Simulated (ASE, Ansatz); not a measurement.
**PH3O4 (P2_1/c) (192 atoms): a short ab initio trajectory**

Aim: follow PH3O4 (P2_1/c) (192 atoms) for a short time with forces from DFT, then look at structure and electrons in the last frame.

Program: Ansatz 0.2.0. Level of theory: Kohn-Sham DFT, PBE+D4, PAW (set soft_2), plane waves. Results are calculated unless marked as measured.

### 1. Set-up

The cell holds 192 atoms: 72 H, 24 P and 96 O. Cell: a = 11.514 Å, b = 14.493 Å, c = 11.574 Å, α = 90.0°, β = 95.3°, γ = 90.0°. It derives from PH3O4 (P2_1/c), repeated 2×3×1. PH3O4, space group P2_1/c, structure from the Crystallography Open Database, 2 x 3 x 1 conventional cells; every coordinate displaced by a Gaussian of 0.01 Å; bonds to H set to neutron lengths (C-H 1.089, N-H 1.015, O-H 0.983, B-H 1.19 Å) where the listed ones are shorter.

Before any run, some limits are plain. The Brillouin zone is sampled at Γ only, in a cell whose shortest periodic width is 11 Å.

### 2. Single point at the start

A single point comes first, to see the forces before anything moves.

Input file input.yaml:

```yaml
crystal:
  lattice:
    - [11.5144, 0.0, 0.0]
    - [0.0, 14.493, 0.0]
    - [-1.06387, 0.0, 11.525]
  atoms:
    - { symbol: H, position: [0.23569, 0.20489, 0.17487] }
    - { symbol: H, position: [0.26408, 0.03787, 0.3227] }
    - { symbol: H, position: [0.26509, 0.12947, 0.82306] }
    - { symbol: H, position: [0.23558, 0.29589, 0.67716] }
    [... 182 atom lines left out ...]
    - { symbol: O, position: [0.52978, 0.88549, 0.87928] }
    - { symbol: O, position: [0.97173, 0.72075, 0.61933] }
    - { symbol: O, position: [0.63747, 0.71153, 0.0341] }
    - { symbol: O, position: [0.86103, 0.87697, 0.46698] }
    - { symbol: O, position: [0.86317, 0.9566, 0.96571] }
    - { symbol: O, position: [0.63642, 0.78859, 0.53283] }
kpoints:
  mp_grid: { grid: [1, 1, 1] }
hamiltonian:
  xc: pbe
  dispersion: d4
scf:
  occupations: { method: fixed }
output:
  forces: true
```

Started as:

```sh
$ ansatz run input.yaml --threads 4 --pin off --max-ram 8192MiB --backend cpu --events-out ev --progress --plain --runs-dir out
```

Wall time 20 s (4 threads of Intel Xeon Platinum 8375C at 2.90GHz (Ice Lake), shared host); peak memory 2.7 GiB; 71 s of CPU time.

Read from the output:

| Property | Result |
| --- | --- |
| free energy | -73820.3584 eV |
| free energy per atom | -384.4810 eV/atom |
| SCF cycles | 8 |
| r.m.s. force component | 0.7725 eV/Å |
| longest force | 3.531 eV/Å |
| Fermi energy | 0.4189 eV |

The r.m.s. force component of 0.77 eV/Å sets the starting point.

Length of the force by element:

```csv
element,coordination,atoms,mean length of the force (eV/Å),spread,least,most
H,all,72,1.01,0.657,0.0942,2.50
O,all,96,1.26,0.585,0.239,3.53
P,all,24,1.38,0.582,0.363,2.35
```

### 3. Dynamics started at 300 K

A Nosé–Hoover thermostat steers the temperature while disturbing the dynamics little. The time step is 0.5 fs, short enough for the stretching of bonds to hydrogen.

input.yaml, as its differences from that of step 2:

```diff
@@ -16 +16,8 @@
   forces: true
+md:
+  timestep: 0.5
+  n_steps: 134
+  ensemble: nvt_nose_hoover
+  temperature: 300
+  initial_velocities: maxwell_boltzmann
+  seed: 9679
```

Elapsed: 27 min, on 4 threads; peak memory 2.8 GiB.

The program notes that it switched symmetry off.

Rows from the run:

```csv
time (fs),T (K),potential (meV/atom),conserved (meV/atom)
0.0,300,0.0,0.00
4.5,268,4.1,0.01
9.0,263,4.7,-0.04
13.5,228,9.2,0.00
18.0,171,16.8,0.04
22.5,204,12.5,0.00
27.0,231,9.2,0.00
31.5,212,11.9,0.04
35.5,234,9.2,-0.02
40.0,233,9.5,-0.03
44.5,208,13.0,0.03
49.0,224,11.2,0.02
53.5,203,14.3,0.01
58.0,177,17.9,0.02
62.5,222,12.3,0.00
67.0,239,10.5,0.00
```

Mean square displacement from the first frame to the last: H 0.049 Å², P 0.015 Å², O 0.036 Å².

The mean square displacement by time lag:

```csv
time lag (fs),H (Å²),O (Å²),P (Å²)
0.5,1.4e-4,9.0e-6,3.9e-6
1.5,0.00127,8.0e-5,3.5e-5
3.0,0.00464,3.1e-4,1.4e-4
4.5,0.00908,6.9e-4,3.0e-4
6.0,0.0135,0.00118,5.1e-4
7.0,0.0162,0.00157,6.7e-4
8.5,0.0197,0.00222,9.4e-4
10.0,0.0228,0.00295,0.00123
11.5,0.0260,0.00372,0.00152
12.5,0.0284,0.00425,0.00172
14.0,0.0323,0.00507,0.00202
15.5,0.0361,0.00590,0.00230
17.0,0.0392,0.00672,0.00257
18.0,0.0406,0.00726,0.00273
19.5,0.0415,0.00804,0.00297
21.0,0.0413,0.00880,0.00318
22.5,0.0403,0.00954,0.00338
23.5,0.0396,0.0100,0.00351
25.0,0.0389,0.0107,0.00372
26.5,0.0388,0.0115,0.00395
28.0,0.0395,0.0122,0.00421
29.0,0.0401,0.0127,0.00440
30.5,0.0411,0.0135,0.00473
32.0,0.0419,0.0143,0.00511
33.5,0.0423,0.0152,0.00554
```

The drift taken off is the plain mean over atoms, not the centre of mass, so with hydrogen in the cell the heavy atoms' values at short lags are too large.

Over the second half of 67 fs the temperature averages 217 K with swings of 21 K r.m.s. The conserved energy stays within 0.05 meV/atom. From first frame to last H has the largest mean square displacement, 0.049 Å² at the end; the farthest move is 0.44 Å. The mean temperature of 217 K lies well off the 300 K of the input, so the thermostat hasn't yet brought the run to equilibrium. The run spans 0.07 ps, too short for its means to be equilibrium values.

### 4. Structure statistics late in the run

The g(r) is a mean over the second half.

Density 2.03 g/cm³, 10.02 Å³ an atom.

Mean of 15 frames. g(r), total and by pair (bins of 0.2 Å):

```csv
r (Å),total,O-O,O-H,O-P,H-H,H-P,P-P
0.90,1.24,0.00,3.29,0.00,0.00,0.00,0.00
1.10,1.65,0.00,4.40,0.00,0.00,0.00,0.00
1.30,0.10,0.00,0.27,0.00,0.00,0.00,0.00
1.50,2.09,0.00,1.71,11.60,0.00,0.00,0.00
1.70,0.45,0.00,0.69,1.54,0.00,0.00,0.00
1.90,0.16,0.00,0.43,0.00,0.01,0.00,0.00
2.10,0.37,0.00,0.03,0.00,0.61,2.91,0.00
2.30,0.58,0.04,0.05,0.00,1.51,3.58,0.00
2.50,1.26,4.08,0.35,0.00,0.51,0.34,0.00
2.70,0.84,1.17,0.97,0.00,0.20,1.67,0.00
2.90,0.79,0.57,1.27,0.00,0.60,0.89,0.00
3.10,1.06,0.89,1.72,0.00,1.03,0.55,0.00
3.30,1.17,1.11,1.46,0.28,1.85,0.51,0.00
3.50,1.15,0.83,1.21,1.57,1.55,0.82,0.00
3.70,1.08,0.85,0.96,1.74,1.05,1.47,0.00
3.90,1.10,0.99,1.12,0.89,1.38,1.37,0.00
4.10,1.11,0.91,1.22,1.40,1.14,0.88,0.35
4.30,1.15,0.96,0.89,2.46,1.01,0.86,3.19
4.50,1.01,0.89,0.85,1.75,0.85,1.10,1.92
4.70,1.00,1.19,0.89,0.65,0.91,1.08,3.86
4.90,0.96,1.39,0.74,0.54,1.02,0.84,2.62
5.10,0.79,1.02,0.78,0.54,0.69,0.78,0.37
5.30,0.84,0.79,0.97,0.63,0.70,0.91,0.88
5.50,0.94,1.00,1.12,0.59,0.90,0.68,0.30
5.70,1.12,1.12,1.07,1.27,1.25,0.64,2.89
5.90,1.10,1.12,1.08,1.27,1.15,0.78,1.60
6.10,0.93,0.73,0.93,1.28,0.93,1.13,0.05
6.30,0.95,0.72,1.03,1.27,0.89,1.03,0.00
```

### 5. Single point at the last frame

The last frame is solved once more, with the analyses that the dynamics left out.

Input file input.yaml:

```yaml
crystal:
  lattice:
    - [11.5144, 0.0, 0.0]
    - [0.0, 14.493, 0.0]
    - [-1.06387, 0.0, 11.525]
  atoms:
    - { symbol: H, position: [0.24579, 0.20148, 0.18199] }
    - { symbol: H, position: [0.24519, 0.03969, 0.31966] }
    - { symbol: H, position: [0.27482, 0.12659, 0.81854] }
    - { symbol: H, position: [0.26269, 0.29261, 0.67684] }
    [... 182 atom lines left out ...]
    - { symbol: O, position: [0.52876, 0.88365, 0.88706] }
    - { symbol: O, position: [0.98228, 0.71149, 0.61657] }
    - { symbol: O, position: [0.64496, 0.70935, 0.04339] }
    - { symbol: O, position: [0.86916, 0.86272, 0.45517] }
    - { symbol: O, position: [0.86915, 0.96236, 0.96377] }
    - { symbol: O, position: [0.64457, 0.80246, 0.53272] }
kpoints:
  mp_grid: { grid: [1, 1, 1] }
hamiltonian:
  xc: pbe
  dispersion: d4
scf:
  occupations: { method: fixed }
output:
  forces: true
  stress: true
  populations: true
  dos:
    method: { smearing: { sigma: 0.1 } }
    de: 0.1
    projected: { site_lists: { H: [H], O: [O], P: [P] } }
  eigenvalues: true
  write_density: true
  write_potential: true
  volumetric_format: npy
  elf: true
```

Elapsed: 34 s, on 4 threads; peak memory 3 GiB.

Read from the output:

```yaml
free_energy: -73818.3435 eV
free_energy_per_atom: -384.4705 eV/atom
scf_cycles: 9
pressure: 0.2297 GPa
r_m_s_force_component: 0.7528 eV/Å
longest_force: 3.443 eV/Å
fermi_energy: 0.5755 eV
spacing_of_highest_filled_and_lowest_empty_level: 5.701 eV
spilling_of_the_projection: 0.01578
```

Length of the force by element:

```csv
element,coordination,atoms,mean length of the force (eV/Å),spread,least,most
H,all,72,0.738,0.417,0.0909,2.03
O,all,96,1.15,0.652,0.232,3.32
P,all,24,1.92,0.860,0.479,3.44
```

Löwdin charges by element (they lack the spilled electrons, 0.063 e an atom on average):

```csv
element,coordination,atoms,mean charge (e),spread,least,most
H,all,72,0.397,0.0129,0.369,0.425
O,all,96,-0.721,0.0368,-0.803,-0.669
P,all,24,2.20,0.0184,2.15,2.23
```

Density of states as counts of states in windows of 1 eV (from the Fermi level), total and the larger projections:

```csv
from (eV),to (eV),total,O p,H s,P p,O s
-14,-11,0.0,0.0,0.0,0.0,0.0
-11,-10,0.1,0.0,0.0,0.0,0.0
-10,-9,28.1,16.9,4.1,0.6,2.1
-9,-8,19.9,12.0,2.9,0.8,1.5
-8,-7,33.8,23.2,5.6,4.0,0.4
-7,-6,60.0,41.9,9.6,6.3,1.1
-6,-5,25.5,17.3,1.1,2.7,3.4
-5,-4,34.5,24.7,0.6,4.1,4.2
-4,-3,73.2,57.6,1.6,5.6,6.9
-3,-2,91.6,83.4,0.9,1.8,3.1
-2,-1,100.6,95.3,0.5,1.3,1.1
-1,0,107.7,104.6,0.4,0.7,0.8
0,1,1.0,1.0,0.0,0.0,0.0
1,5,0.0,0.0,0.0,0.0,0.0
```

With fixed occupations the program's Fermi level is the highest filled level; weight inside the gap is the broadening of levels at its edges.

Between -21 and -14 eV lie 192 more states.

The levels nearest the highest filled one (over half full), pooled over k-points and spins:

```csv
level less the highest filled one (eV),occupation
-0.17,2
-0.143,2
-0.110,2
-0.101,2
-0.0347,2
0,2
5.70,0
6.74,0
6.82,0
7.05,0
7.19,0
7.37,0
```

Mean Löwdin charges: H +0.40, O -0.72, P +2.20 e (they miss 1.6 % of the electrons, so they add up to more than the cell's charge). The largest share in the top eV of filled states is O p (98 % of the projected weight), and in the lowest eV of empty states H s (46 % of the projected weight).

### 6. Outcome

* mean temperature, second half: 216.6 K
* temperature swing, second half: 20.82 K
* slope of the conserved energy against time, by least squares: 0.0583 meV/atom/ps
* free energy per atom: -384.4705 eV/atom
* density: 2.031 g/cm³
* pressure: 0.2297 GPa
* r.m.s. force component: 0.7528 eV/Å
* gap (highest filled to lowest empty level): 5.701 eV
* wall time of the 3 DFT runs: 28 min

Over the second half of 67 fs the temperature averages 217 K with swings of 21 K r.m.s. The conserved energy stays within 0.05 meV/atom. The mean temperature of 217 K lies well off the 300 K of the input, so the thermostat hasn't yet brought the run to equilibrium. The run spans 0.07 ps, too short for its means to be equilibrium values. Between filled and empty levels lie 5.70 eV at Γ alone; the mesh holds the band edges only if they fold onto it, so the gap at this level can be narrower or closed, while semilocal functionals tend to narrow gaps against experiment.

Caveats: The pressure of a single frame lacks the kinetic term, about 0.30 GPa here.

[Logs are printed without paths, hosts, clocks, repeated set-up lines and the standing remarks that a program may print on its own settings, such as how far it seeks lower states.]

[Hosts, paths, dates, database ids (printed as entryN), source tags and the programs' standing remarks are cut or masked in the printed files.]
